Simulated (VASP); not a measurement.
# Pb3O: single point with PBE

Crystal: Pb3O.

```
Pb O
1.0
    -3.66618    0.00000   -3.66618
    -3.66618   -3.66618    0.00000
    -7.33235    3.66618    3.66618
Pb O
6 2
Direct
  0.25000 0.25000 0.25000
  0.75000 0.75000 0.75000
  0.62500 0.62500 0.12500
  0.12500 0.12500 0.62500
  0.87500 0.87500 0.37500
  0.37500 0.37500 0.87500
  0.00000 0.00000 0.00000
  0.50000 0.50000 0.50000
```

The cell was built by a generator and needn't be a form met in nature.

The cell isn't the ideal one: cell x2.

```yaml
Program: VASP 6.6.1
Task: single point
Functional: PBE
Potentials_or_basis: VASP PAW PBE potentials, release 64 (Pb_d, O)
Cutoff: 520 eV
k_mesh: 6 × 6 × 6
Occupations: gaussian, width 0.2 eV
Spin: no spin polarisation
```

```json
{
  "Pressure": "0.1 GPa",
  "Band gap on the k mesh": "none (metal or under the smearing width)"
}
```

Levels at points of the mesh, in eV from the Fermi level:
| k point | band 44 | band 45 | band 46 | band 47 | band 48 | band 49 | band 50 | band 51 | band 52 | band 53 |
| --- | --- | --- | --- | --- | --- | --- | --- | --- | --- | --- |
| (0.00, 0.00, 0.00) | -1.55 | -1.55 | -0.91 | -0.32 | -0.32 | -0.32 | -0.06 | -0.06 | -0.06 | 0.15 |
| (0.50, 0.00, 0.00) | -1.61 | -0.59 | -0.59 | -0.44 | -0.44 | 0.89 | 0.89 | 2.38 | 2.38 | 2.83 |
| (0.50, 0.50, 0.00) | -1.56 | -0.92 | -0.73 | -0.09 | -0.09 | 0.16 | 0.53 | 1.93 | 1.93 | 3.61 |
| (0.00, 0.00, 0.50) | -1.85 | -1.01 | -1.01 | -1.01 | -1.01 | 0.36 | 0.36 | 1.06 | 1.06 | 1.06 |

Run time: 7.5 min on 1 thread of AMD EPYC 9R45 (Zen 5), with other jobs on the host, peak memory 0.46 GiB.

Spin-orbit coupling is left out, which matters for the levels of Pb.
